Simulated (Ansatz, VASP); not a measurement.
**One calculation of GaN, two programs**

File INCAR:

```
  ALGO = Normal
  EDIFF = 1E-6
  ENCUT = 520
  GGA = CA
  ISIF = 2
  ISMEAR = 0
  LASPH = T
  LCHARG = F
  LREAL = F
  LWAVE = F
  NBANDS = 16
  NELM = 80
  PREC = Accurate
  SIGMA = 0.05
```

The input KPOINTS:

```
k-points
0
Gamma
  10 10 10
```

File POSCAR:

```
GaN
1.0
    0.0000000000      2.1408255771      2.3098381227
    2.1408255771      0.0000000000      2.3098381227
    2.1408255771      2.1408255771      0.0000000000
Ga N
1 1
Direct
    0.0000000000      0.0000000000      0.0000000000
    0.7500000000      0.7500000000      0.7500000000
```

Input for Ansatz:

```yaml
crystal:
  lattice:
    - [0.0, 2.1408255771, 2.3098381227]
    - [2.1408255771, 0.0, 2.3098381227]
    - [2.1408255771, 2.1408255771, 0.0]
  atoms:
    - { symbol: Ga, position: [0.0, 0.0, 0.0] }
    - { symbol: "N", position: [0.75, 0.75, 0.75] }
basis:
  ecutwfc: 420
kpoints:
  mp_grid: { grid: [10, 10, 10] }
hamiltonian:
  xc: lda
scf:
  occupations: { method: gaussian, width: 0.05 }
output:
  forces: true
  stress: true
  eigenvalues: true
```

Change from the starting cell: strain -0.050 along x and y, +0.025 along z, atoms carried along.

Alike in both runs: task single point; functional LDA; k mesh 10 × 10 × 10; occupations gaussian, width 0.05 eV; no spin polarisation.

|  | VASP | Ansatz |
| --- | --- | --- |
| version | VASP 6.6.1 | Ansatz 0.2.0 |
| potentials or method | VASP PAW LDA potentials, release 64 (Ga_d, N) | scalar-relativistic, plane waves, PAW |
| plane-wave cutoff (eV) | 520 | 420 |
| valence electrons in the cell | 18 | 18 |

```tsv
	VASP	Ansatz	Ansatz less VASP
gap on the k mesh at the Fermi level (eV)	2.10	2.08	-0.015
least direct gap on the mesh (eV)	2.10	2.08	-0.015
pressure (GPa)	10.4	9.1	-1.30
largest component of the traceless stress (GPa)	7.60	7.70	+0.102
```
